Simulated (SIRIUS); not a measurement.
MgS under changes of volume

One of the cells (22.670 Å³/atom); the others are scaled copies at fixed shape and fractional positions:

```
CELL_PARAMETERS angstrom
4.03462 0.00000 0.00000
-2.01731 3.49409 0.00000
0.00000 0.00000 6.43229
ATOMIC_POSITIONS crystal
S 0.66667 0.33333 0.87924
S 0.33333 0.66667 0.37924
Mg 0.33333 0.66667 0.99575
Mg 0.66667 0.33333 0.49575
```

The cell comes from a database or a generator and needn't be the stable form of this composition.

- Program: SIRIUS 7.12.0
- Functional: PBEsol
- Potentials or basis: all-electron FP-LAPW
- Cutoff: 167 eV
- Basis: apw+lo standard
- k mesh: 8 × 8 × 4
- Occupations: fermi-dirac, width 0.05 eV
- Spin: no spin polarisation

| volume (Å³/atom) | energy over the lowest point (meV/atom) | gap on the mesh (eV) |
| --- | --- | --- |
| 21.309 | ? | ? |
| 21.763 | 4.88 | 3.47 |
| 22.216 | 0.63 | 3.37 |
| 22.670 | 0.00 | 3.27 |
| 23.123 | 2.49 | 3.18 |
| 23.576 | 7.91 | 3.09 |
| 24.030 | 15.90 | 3.00 |

Q: What does the run at 21.309 Å³/atom give?

A: Energy over the lowest point 12.96 meV/atom; gap on the mesh 3.58 eV.

Worked out: A Birch-Murnaghan fit of order 3 (a polynomial in V^(-2/3)) to the other rows has its minimum at 22.53 Å³/atom with B0 = V·E''(V) = 58 GPa and B' = 4.4 at fixed shape and positions, which overstates the stiffness. It gives 13.10 meV/atom at 21.309 Å³/atom, against the run's 12.96. A straight line through the other rows of the gap, of slope -4.73 eV per unit of ln V (its deformation potential), extrapolates to 3.57 eV, against the run's 3.58.

Energies are extrapolated to zero smearing.
